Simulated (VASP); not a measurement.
# What goes wrong when the modes of ZnS (Sphalerite) are computed with a bad input, part 3 of 3

Some phonon runs on ZnS (Sphalerite) get a fault in the input on purpose. Which of them show, and how? The starting structure is a measured crystal structure from the Crystallography Open Database.

VASP 6.6.1.

Results so far: reference T2 292.1 cm⁻¹; finite displacements, else as the reference T2 291.7 cm⁻¹; a cutoff far too low T2 263.6 cm⁻¹; one-sided displacements T2 291.7 cm⁻¹.

**7. Modes with a structure that was not relaxed**

Level of this step: LDA; plane waves and PAW (Zn, S) (VASP).

A slip made on purpose: a structure that was not relaxed. Against step 2 the input has another starting structure (also changed: NELM).

INCAR

```
SYSTEM = ZnS
PREC = Accurate
ENCUT = 450
EDIFF = 1E-08
NELM = 60
ISMEAR = 0
SIGMA = 0.03
LREAL = .FALSE.
ALGO = Normal
GGA = CA
NBANDS = 15
LORBIT = 11
LWAVE = .FALSE.
LCHARG = .FALSE.
KPAR = 8
IBRION = 8
LEPSILON = .TRUE.
LPEAD = .TRUE.
ISIF = 2
```

POSCAR

```
ZnS
1.0
    0.0000000000      2.7046500000      2.7046500000
    2.7046500000      0.0000000000      2.7046500000
    2.7046500000      2.7046500000      0.0000000000
Zn S
1 1
Direct
    0.0000000000      0.0000000000      0.0000000000
    0.7500000000      0.7500000000      0.7500000000
```

KPOINTS

```
Automatic mesh
0
Gamma
10 10 10
0 0 0
```

The projector-augmented-wave data sets are Zn and S (LDA family, release 64).

Run with:

```console
$ mpirun -np 8 vasp_std
```

What it wrote:

```text
[... set-up lines as in an earlier step ...]
 entering main loop
       N       E                     dE             d eps       ncg     rms          rms(c)
DAV:   1     0.813216908393E+02    0.81322E+02   -0.82563E+03  1418   0.130E+03
DAV:   2    -0.317672901739E+01   -0.84498E+02   -0.79223E+02  1557   0.250E+02
DAV:   3    -0.854233647434E+01   -0.53656E+01   -0.53428E+01  1767   0.642E+01
DAV:   4    -0.859874596889E+01   -0.56409E-01   -0.56399E-01  1669   0.687E+00
[...]
DAV:  12    -0.817333532034E+01   -0.11254E-06   -0.84618E-07  1725   0.730E-03    0.181E-03
DAV:  13    -0.817333529338E+01    0.26958E-07   -0.77553E-08  2123   0.357E-03    0.615E-04
DAV:  14    -0.817333529346E+01   -0.80718E-10   -0.64291E-09  1043   0.601E-04
   1 F= -.81733353E+01 E0= -.81733353E+01  d E =-.484420E-20
 Linear response reoptimize wavefunctions to high precision
DAV:   1    -0.817333529319E+01    0.26444E-09   -0.14287E-09  1342   0.325E-04
DAV:   2    -0.817333529319E+01    0.45475E-12   -0.38110E-10   901   0.195E-04
 Linear response to external field (no local field effect), progress :
[...]
RMM:  10    -0.210265634711E+00    0.75615E-08    0.49206E-10 10316   0.152E-05    0.145E-06
 first order change of Fermi-energy  -0.55571E-04
 force on displaced ion       1 direction 1 :  -5.383  -0.000  -0.000
 Born effective charge ion    1 direction 1 :   1.994   0.000   0.000
 Linear response progress:
  Degree of freedom:   2/  2
       N       E                     dE             d eps       ncg     rms          rms(c)
RMM:   1    -0.105210845274E+00   -0.10521E+00    0.49986E-02 12794   0.221E+00
RMM:   2    -0.103175669925E+00    0.20352E-02   -0.45914E-03  8275   0.629E-01    0.162E-01
RMM:   3    -0.103509948280E+00   -0.33428E-03   -0.30371E-04  8906   0.138E-01    0.795E-02
RMM:   4    -0.103859440121E+00   -0.34949E-03   -0.55021E-05  9048   0.505E-02    0.156E-02
[...]
RMM:  12    -0.103861825330E+00    0.19884E-07   -0.14604E-09  7937   0.637E-06    0.270E-07
RMM:  13    -0.103861873578E+00   -0.48248E-07   -0.84541E-09  5241   0.368E-06    0.308E-07
RMM:  14    -0.103861827545E+00    0.46033E-07   -0.33577E-09  3841   0.307E-06    0.371E-08
 first order change of Fermi-energy   0.35951E-03
 force on displaced ion       2 direction 1 :  -5.389   0.000   0.000
 Born effective charge ion    2 direction 1 :  -1.995   0.000   0.000
 Born effective charges drift removed
 Linear response finished
```

The job ended after 1.9 min (8 MPI ranks of AMD EPYC 7R43, shared host; peak memory 3 GiB; 15 min of CPU time).

OUTCAR, selected parts (step 7):

```text
  Total       -1.1448966     -1.1448966     -1.1448966     -0.0000000     -0.0000000     -0.0000000
  in kB      -46.3568191    -46.3568191    -46.3568191     -0.0000000     -0.0000000     -0.0000000
  external PRESSURE =     -46.3568191 kB  Pullay stress =       0.0000000 kB

 POSITION                                       TOTAL-FORCE (eV/Angst)
 -----------------------------------------------------------------------------------
      0.00000      0.00000      0.00000        -0.000000     -0.000000     -0.000000
      4.05697      4.05697      4.05697         0.000000      0.000000      0.000000
 -----------------------------------------------------------------------------------
    total drift:                               -0.000000     -0.000000     -0.000000

 MACROSCOPIC STATIC DIELECTRIC TENSOR (including local field effects in DFT)
 ------------------------------------------------------
           6.152316     0.000000     0.000000
           0.000000     6.152316     0.000000
           0.000000    -0.000000     6.152316
 ------------------------------------------------------

 MACROSCOPIC STATIC DIELECTRIC TENSOR IONIC CONTRIBUTION
 ------------------------------------------------------
           3.379604     0.000000     0.000000
           0.000000     3.379604    -0.000000
           0.000000    -0.000000     3.379604
 ------------------------------------------------------

[... 1 part as in an earlier step ...]

[... 1 further part left out ...]
```

With a structure that was not relaxed the mode is T2 260.9 cm⁻¹, -31.2 cm⁻¹ from the reference.

**8. Comparison**

```csv
run,ended,T2,method,core minutes
reference,converged,292.1,perturbation theory,30.5
"finite displacements, else as the reference",converged,291.7,finite displacements,5.07
low precision and real-space projectors,"finished, not usable",-,finite displacements,3.87
a cutoff far too low,converged,263.6,perturbation theory,3.2
one-sided displacements,converged,291.7,finite displacements,4.27
a structure that was not relaxed,converged,260.9,perturbation theory,15.5
```

Modes are in cm⁻¹, degenerate ones as one, matched between runs by symmetry and order. A number in brackets counts the listed modes of one symmetry from the lowest. The symmetry labels come from an automatic analysis and can be wrong where levels nearly coincide. Core minutes are wall time times ranks of the run shown, on a shared host.

**9. Results**

- T2, reference: 292.1 cm⁻¹
- T2, finite displacements, else as the reference: 291.7 cm⁻¹
- T2, a cutoff far too low: 263.6 cm⁻¹
- T2, one-sided displacements: 291.7 cm⁻¹
- T2, a structure that was not relaxed: 260.9 cm⁻¹
- run with low precision and real-space projectors: finished, not usable

What this shows: Finished, but so rough that the translations don't all come out near zero: low precision and real-space projectors. Finished, but with signs in the output that stand out against the reference: a cutoff far too low, with modes off by up to -28 cm⁻¹, in T2 (signs: a pressure of -254.9 GPa on the undisplaced cell); a structure that was not relaxed, with modes off by up to -31 cm⁻¹, in T2 (signs: a pressure of -4.6 GPa on the undisplaced cell). Little came of one-sided displacements in this material. Runs with finite displacements are held against the sound run of that kind. The dielectric constants and Born charges in the logs aren't compared here; at a small gap they can be far off, and in a run without a gap they mean nothing. The frequencies are harmonic, and the splitting of polar modes by their long-range field is left out. Further runs on this material are not shown.

[Lines on the potential files, build, host, timing and source positions are cut from VASP's logs without a mark.]

[Logs are printed without paths, hosts, clocks, repeated set-up lines and the standing remarks that a program may print on its own settings, such as how far it seeks lower states.]

[Hosts, paths, dates, database ids (printed as entryN), source tags and the programs' standing remarks are cut or masked in the printed files.]
